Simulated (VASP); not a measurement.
The system is AlN.

```
Al N
1.0
     3.11000    0.00000    0.00000
    -1.55500    2.69334    0.00000
     0.00000    0.00000    4.98000
Al N
2 2
Cartesian
  0.0000 1.7956 0.0000
  1.5550 0.8978 2.4900
  0.0000 1.7956 1.8775
  1.5550 0.8978 4.3675
```

The cell was built by a generator and isn't the measured one.

- Program: VASP 6.6.1
- Task: relaxation of cell and atoms
- Functional: PBEsol
- Potentials or basis: VASP PAW PBE potentials, release 64 (Al, N)
- Cutoff: 520 eV
- k mesh: 8 × 8 × 5
- Occupations: gaussian, width 0.03 eV
- Spin: no spin polarisation

At the start: pressure 0.8 GPa; volume 10.43 Å³/atom.

Where does the relaxation end?

Over 5 steps the energy falls by 2.0 meV/atom and the volume is 10.46 Å³/atom (+0.3 %); space group P6_3mc (No. 186, to 0.05 Å).

Step by step:
```tsv
step	energy change (eV)	largest force (eV/Å)	pressure (GPa)	volume (Å³)
1	0.0000	0.3320	0.77	41.71
2	-0.0011	0.2100	-0.69	42.02
3	-0.0073	0.0348	-0.06	41.87
4	-0.0080	0.0172	-0.05	41.86
5	-0.0082	0.0019	-0.04	41.85
```

Final structure:
```yaml
crystal:
  lattice:
    - [3.11385, 0.00000, 0.00000]
    - [-1.55693, 2.69668, 0.00000]
    - [0.00000, 0.00000, 4.98386]
  atoms:
    - { symbol: Al, position: [0.33333, 0.66667, 0.99752] }
    - { symbol: Al, position: [0.66667, 0.33333, 0.49752] }
    - { symbol: N, position: [0.33333, 0.66667, 0.37948] }
    - { symbol: N, position: [0.66667, 0.33333, 0.87948] }
```

Caveat: the PAW data sets were made with another functional, which shifts forces and pressure a little.
